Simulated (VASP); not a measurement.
# BN (Qingsongite): input slips in a relaxation and what they do, part 2 of 2

Aim: see how common mistakes in a VASP relaxation show up, on BN (Qingsongite). The starting structure is a measured crystal structure from the Crystallography Open Database. The first relaxation on each setting starts from this cell expanded by 3 % in volume.

VASP 6.6.1.

Results so far: reference 5.87 Å³ an atom; low precision and a small cutoff 5.58 Å³ an atom; one electron too many 12.35 Å³ an atom.

**5. Relaxation with a leftover external pressure of 100 kbar**

Level of this step: PBEsol; plane waves and PAW (N, B) (VASP).

A slip made on purpose: a leftover external pressure of 100 kbar. Against step 2 the input has PSTRESS = 100 (also changed: NELM).

INCAR

```
SYSTEM = BN
PREC = Accurate
ENCUT = 520
EDIFF = 1E-06
NELM = 60
ISMEAR = 0
SIGMA = 0.03
LREAL = .FALSE.
ALGO = Normal
GGA = PS
NBANDS = 10
LORBIT = 11
LWAVE = .FALSE.
LCHARG = .FALSE.
KPAR = 4
IBRION = 2
NSW = 50
ISIF = 3
EDIFFG = -0.006
PSTRESS = 100
```

POSCAR

```
BN
1.0
    0.0000000000      1.8253972035      1.8253972035
    1.8253972035      0.0000000000      1.8253972035
    1.8253972035      1.8253972035      0.0000000000
N B
1 1
Direct
    0.7500000000      0.7500000000      0.7500000000
    0.0000000000      0.0000000000      0.0000000000
```

KPOINTS

```
Automatic mesh
0
Gamma
10 10 10
0 0 0
```

Potentials, in the order of the species: N and B (PBE family, release 64).

On the command line:

```
$ mpirun -np 4 vasp_std
```

The program printed:

```text
[... set-up lines as in an earlier step ...]
 entering main loop
       N       E                     dE             d eps       ncg     rms          rms(c)
DAV:   1     0.879318889233E+01    0.87932E+01   -0.50255E+03   964   0.797E+02
DAV:   2    -0.187444599249E+02   -0.27538E+02   -0.26148E+02  1190   0.167E+02
DAV:   3    -0.192289581874E+02   -0.48450E+00   -0.48351E+00  1094   0.195E+01
DAV:   4    -0.192296619120E+02   -0.70372E-03   -0.70371E-03  1046   0.787E-01
[...]
DAV:  10    -0.183298639900E+02   -0.20175E-04   -0.63693E-05  1036   0.749E-02    0.123E-02
DAV:  11    -0.183298658248E+02   -0.18348E-05   -0.60140E-06  1064   0.184E-02    0.842E-03
DAV:  12    -0.183298658005E+02    0.24365E-07   -0.14327E-06   538   0.838E-03
   1 F= -.17570604E+02 E0= -.17570604E+02  d E =-.175706E+02
[...]
2 F= -.17551499E+02 E0= -.17551499E+02  d E =0.191047E-01
[...]
3 F= -.17624169E+02 E0= -.17624169E+02  d E =-.535655E-01
[...]
4 F= -.17624177E+02 E0= -.17624177E+02  d E =-.535732E-01
[...]
reached required accuracy - stopping structural energy minimisation
```

Wall time 6.8 s (4 MPI ranks of Intel Xeon Platinum 8375C at 2.90GHz (Ice Lake), shared host); peak memory 0.5 GiB.

Parts of OUTCAR (step 5):

```text
  Total        0.7248652      0.7248652      0.7248652      0.0000000      0.0000000     -0.0000000
  in kB      101.4682519    101.4682519    101.4682519      0.0000000      0.0000000     -0.0000000
  external PRESSURE =       1.4682519 kB  Pullay stress =     100.0000000 kB

 POSITION                                       TOTAL-FORCE (eV/Angst)
 -----------------------------------------------------------------------------------
      2.68304      2.68304      2.68304        -0.000000     -0.000000     -0.000000
      3.57739      3.57739      3.57739         0.000000      0.000000      0.000000
 -----------------------------------------------------------------------------------
    total drift:                               -0.000000     -0.000000     -0.000000

  FREE ENERGIE OF THE ION-ELECTRON SYSTEM (eV)
  ---------------------------------------------------
  free  energy   TOTEN  =       -18.3385535501 eV

  energy  without entropy=      -18.3385535501  energy(sigma->0) =      -18.33855355

[... 2 parts as in an earlier step ...]

[... 2 further parts left out ...]
[key lines of the parts left out:]
E-fermi :   7.9258
```

With a leftover external pressure of 100 kbar the cell ends at 5.723 Å³ an atom, -2.50 % from the reference.

**6. Relaxation with the cell held fixed (ISIF = 2)**

A slip made on purpose: the cell held fixed (ISIF = 2). Against step 2 the input has ISIF = 2 (also changed: NELM).

Edit INCAR of step 5 so:

```diff
@@ -17,4 +17,3 @@
 NSW = 50
-ISIF = 3
+ISIF = 2
 EDIFFG = -0.006
-PSTRESS = 100
```

POSCAR is that of step 5.

KPOINTS is that of step 5.

On the command line:

```
$ mpirun -np 4 vasp_std
```

The program printed:

```text
[... set-up lines as in an earlier step ...]
 entering main loop
       N       E                     dE             d eps       ncg     rms          rms(c)
[... 12 cycles as in an earlier step ...]
   1 F= -.18329866E+02 E0= -.18329866E+02  d E =-.183299E+02
[...]
reached required accuracy - stopping structural energy minimisation
```

Wall time 3.4 s (4 MPI ranks); peak memory 0.45 GiB; 11 s of CPU time.

Parts of OUTCAR (step 6):

```text
  Total       -0.9827612     -0.9827612     -0.9827612      0.0000000      0.0000000     -0.0000000
  in kB     -129.4364009   -129.4364009   -129.4364009      0.0000000      0.0000000     -0.0000000
  external PRESSURE =    -129.4364009 kB  Pullay stress =       0.0000000 kB

 POSITION                                       TOTAL-FORCE (eV/Angst)
 -----------------------------------------------------------------------------------
      2.73810      2.73810      2.73810         0.000000      0.000000      0.000000
      0.00000      0.00000      0.00000        -0.000000     -0.000000     -0.000000
 -----------------------------------------------------------------------------------
    total drift:                               -0.000000     -0.000000     -0.000000

  FREE ENERGIE OF THE ION-ELECTRON SYSTEM (eV)
  ---------------------------------------------------
  free  energy   TOTEN  =       -18.3298658005 eV

  energy  without entropy=      -18.3298658005  energy(sigma->0) =      -18.32986580

[... 2 parts as in an earlier step ...]

[... 2 further parts left out ...]
[key lines of the parts left out:]
E-fermi :   7.2539
```

With the cell held fixed (ISIF = 2) the cell ends at 6.082 Å³ an atom, +3.62 % from the reference.

**7. The runs compared**

```tsv
run	volume (Å³/atom)	change (%)	bulk modulus (GPa)	pressure left (GPa)	core minutes
reference	5.87	-	387.3	-0.05	0.573
low precision and a small cutoff	5.584	-4.87	-	-0.15	0.16
one electron too many	12.351	110.42	-	-0.01	1.4
a leftover external pressure of 100 kbar	5.723	-2.5	-	10.15	0.453
the cell held fixed (ISIF = 2)	6.082	3.62	-	-12.94	0.227
```

Core minutes are wall time times ranks, summed over the relaxations behind a row (those for a bulk modulus apart), on shared hosts.

**8. Results**

```
volume of the reference                                                : 5.870 Å³/atom
volume against the reference, low precision and a small cutoff         : -4.87 %
volume against the reference, one electron too many                    : +110.42 %
volume against the reference, a leftover external pressure of 100 kbar : -2.50 %
volume against the reference, the cell held fixed (ISIF = 2)           : +3.62 %
```

What this shows: Finished, but with signs in the output that stand out against the reference: low precision and a small cutoff, with the volume changed by -4.9 % (signs: a stress of up to 0.2 GPa, -39.4 GPa at the first ionic step (of the first relaxations, not shown; reference: -12.9 GPa) and an energy that rises by up to 0.1 eV an atom on the way); one electron too many, with the volume changed by +110.4 % (signs: a warning on the charge density and 193.2 GPa at the first ionic step (of the first relaxations, not shown; reference: -12.9 GPa)); a leftover external pressure of 100 kbar, with the volume changed by -2.5 % (signs: the Pulay stress that OUTCAR prints, which here is the typed pressure); the cell held fixed (ISIF = 2), with the volume kept at the input's, +3.6 % from the reference (signs: a stress of up to 12.9 GPa). The reference was restarted once and the runs with a slip weren't, so their cells may not have settled fully. Further runs on this material are not shown.

[Lines on the potential files, build, host, timing and source positions are cut from VASP's logs without a mark.]

[Logs are printed without paths, hosts, clocks, repeated set-up lines and the standing remarks that a program may print on its own settings, such as how far it seeks lower states.]

[Hosts, paths, dates, database ids (printed as entryN), source tags and the programs' standing remarks are cut or masked in the printed files.]
